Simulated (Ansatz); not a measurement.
The system is CdS.

```xyz
2
Lattice="4.2612 0.0000 0.0000 -2.1306 3.6903 0.0000 0.0000 0.0000 5.8042" Properties=species:S:1:pos:R:3 pbc="T T T"
Cd    0.0000    0.0000    2.5695
S     2.1306    1.2301    2.5208
```

Measurements of this composition are mostly on another form, of space group No. 186.

```yaml
Program: Ansatz 0.2.0
Task: relaxation of cell and atoms
Functional: PBEsol
Potentials_or_basis: Ansatz PAW
Cutoff: "420 eV (not typed: the program's choice for these potentials)"
k_mesh: 7 × 7 × 5
Occupations: fermi-dirac, width 0.05 eV
Spin: no spin polarisation
```

At the start: volume 45.64 Å³/atom.

Problem. How do energy, volume and symmetry change on relaxing?

Solution. It ends after 4 steps and the volume is 44.05 Å³/atom (-3.5 %); space group P3m1 (No. 156, to 0.05 Å).

Step by step:
```
step  energy change (eV)  largest force (eV/Å)  volume (Å³)
   1              0.0000                0.0175        91.27
   2             -0.0228                0.0066        88.55
   3             -0.0233                0.0043        88.10
   4             -0.0230                0.0043        88.10
```

Final structure:
```yaml
crystal:
  lattice:
    - [4.18565, 0.00000, 0.00000]
    - [-2.09282, 3.62488, 0.00000]
    - [0.00000, 0.00000, 5.80662]
  atoms:
    - { symbol: Cd, position: [0.00000, 0.00000, 0.44234] }
    - { symbol: S, position: [0.66667, 0.33333, 0.43466] }
```

Caveat: the plane-wave basis is chosen anew once the cell has moved, so the energies of steps on either side of that aren't comparable; the PAW data sets come from PBE, with cores solved anew for the run's functional, which leaves a small shift of forces and pressure.
